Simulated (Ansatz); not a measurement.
TiNi: density of states with PBEsol+U

The system is TiNi.

```xyz
2
Lattice="2.7358 0.0000 0.0000 0.0000 2.7358 0.0000 0.0000 0.0000 3.5814" Properties=species:S:1:pos:R:3 pbc="T T T"
Ni    0.0000    0.0000    0.0000
Ti    1.3679    1.3679    1.7907
```

The cell comes from a database or a generator and needn't be the stable form of this composition.

| Quantity | Value |
| --- | --- |
| Program | Ansatz 0.2.0 |
| Task | density of states |
| Functional | PBEsol |
| Potentials or basis | all-electron LAPW, scalar-relativistic |
| Cutoff | 269 eV (chosen from the basis error) |
| Basis error allowed | 0.001 eV/atom |
| k mesh | 10 × 10 × 8 |
| Occupations | fermi-dirac, width 0.05 eV |
| Spin | collinear spin, ferromagnetic start |
| Starting moments | [1.0, 1.0] μB |
| Hubbard terms | Ni d U = 4 eV, Ti d U = 4 eV |

```yaml
Pressure: 6.5 GPa
Band_gap_on_the_k_mesh: none (metal or under the smearing width)
Net_moment: 1.76 μB per cell
Absolute_moment: 1.81 μB per cell
Site_moments: Ni +0.18; Ti +1.35 μB
```

Stress tensor (GPa, compression positive):
```
7.72 0.00 0.00
0.00 7.72 0.00
0.00 0.00 4.18
```

Levels at points of the mesh, in eV from the Fermi level:
Spin up:
```tsv
k point	band 13	band 14	band 15	band 16	band 17	band 18	band 19	band 20
(0.00, 0.00, 0.00)	-2.27	-2.00	-1.57	0.72	2.12	2.12	3.18	3.44
(0.00, 0.00, -0.50)	-2.11	-2.01	-2.01	-1.51	1.11	1.11	1.84	3.08
(0.00, -0.50, 0.00)	-2.14	-1.83	-1.44	-0.80	0.18	1.38	1.75	4.22
(0.00, -0.50, -0.50)	-2.29	-1.00	-0.73	-0.14	0.01	2.14	2.14	2.88
(-0.50, -0.50, 0.00)	-1.25	-0.13	1.52	1.52	1.86	1.86	1.96	2.64
(-0.50, -0.50, -0.50)	-1.99	-1.99	-1.94	-1.25	1.97	2.94	7.16	7.84
```
Spin down:
```tsv
k point	band 11	band 12	band 13	band 14	band 15	band 16	band 17	band 18
(0.00, 0.00, 0.00)	-3.09	-2.19	-2.19	-1.67	1.76	1.76	4.06	4.37
(0.00, 0.00, -0.50)	-2.83	-2.09	-2.09	-1.72	-1.63	1.29	2.95	3.47
(0.00, -0.50, 0.00)	-2.72	-2.24	-2.23	-1.93	0.75	0.83	1.42	2.94
(0.00, -0.50, -0.50)	-2.41	-2.23	-1.92	0.14	0.36	0.84	1.86	3.55
(-0.50, -0.50, 0.00)	-3.39	-3.39	-0.51	0.69	2.48	2.48	3.38	3.38
(-0.50, -0.50, -0.50)	-3.10	-1.58	-1.16	-0.51	0.08	0.08	4.14	6.62
```

States per cell in windows of 1 eV (zero at the Fermi level; states under -8 eV left out):
| from (eV) | up | down |
| --- | --- | --- |
| -8.0 | 0.04 | 0.01 |
| -7.0 | 0.11 | 0.07 |
| -6.0 | 0.21 | 0.14 |
| -5.0 | 0.94 | 0.28 |
| -4.0 | 1.82 | 1.64 |
| -3.0 | 2.31 | 2.68 |
| -2.0 | 1.33 | 0.90 |
| -1.0 | 1.10 | 0.45 |
| 0.0 | 0.80 | 0.61 |
| 1.0 | 1.18 | 0.96 |
| 2.0 | 1.03 | 1.00 |
| 3.0 | 0.36 | 1.38 |
| 4.0 | 0.40 | 0.97 |
| 5.0 | 0.26 | 0.34 |
| 6.0 | 0.10 | 0.46 |
| 7.0 | 0.00 | 0.12 |

Run time: 120 s on 2 threads of Arm Neoverse V1 (shared host), peak memory 1 GiB.

Caveat: the magnetic state may not be the lowest; U is the effective U less J, on atomic orbitals that reach past the spheres; the U is typed as a test and isn't derived for this compound. The state reached can hang on the start; a lower one may exist.
